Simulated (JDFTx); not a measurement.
Crystal: Li.

```
Li
1.0
     3.11100    0.00000    0.00000
    -1.55550    2.69421    0.00000
     0.00000    0.00000    5.09300
Li
2
Direct
  0.66667 0.33333 0.75000
  0.33333 0.66667 0.25000
```

This isn't the form of Li at room conditions, which is bcc.

```yaml
Program: JDFTx 1.7.0 (patched build)
Task: single point
Functional: PBE
Potentials_or_basis: PseudoDojo-SR-PBE-0.5-standard
Cutoff: 1007 eV
Density_cutoff: 8055 eV
k_mesh: 10 × 10 × 5
Occupations: fermi-dirac, width 0.05 eV
Spin: no spin polarisation
```

On this cell: pressure -0.7 GPa; largest force under 0.003 eV/Å; band gap on the k mesh none (metal or under the smearing width).

The same run follows on a disturbed copy (atoms moved at random, drawn with an rms of 0.05 Å):

```
Li
1.0
     3.11100    0.00000    0.00000
    -1.55550    2.69421    0.00000
     0.00000    0.00000    5.09300
Li
2
Cartesian
  1.5536 0.9073 3.8469
  -0.0150 1.8090 1.2511
```

**Question.** What changes?

**Answer.** The energy (extrapolated to zero smearing) moves by +0.7 meV/atom; pressure -0.7 GPa; largest force 0.055 eV/Å; band gap on the k mesh none (metal or under the smearing width).

Forces on the atoms (eV/Å):
```
Li  -0.002  0.001 -0.054
Li   0.002 -0.001  0.054
```

Stress tensor (GPa, compression positive):
```
-0.63  0.02  0.00
 0.02 -0.62  0.00
 0.00  0.00 -0.81
```

Caveats: the empty levels aren't tightly converged.
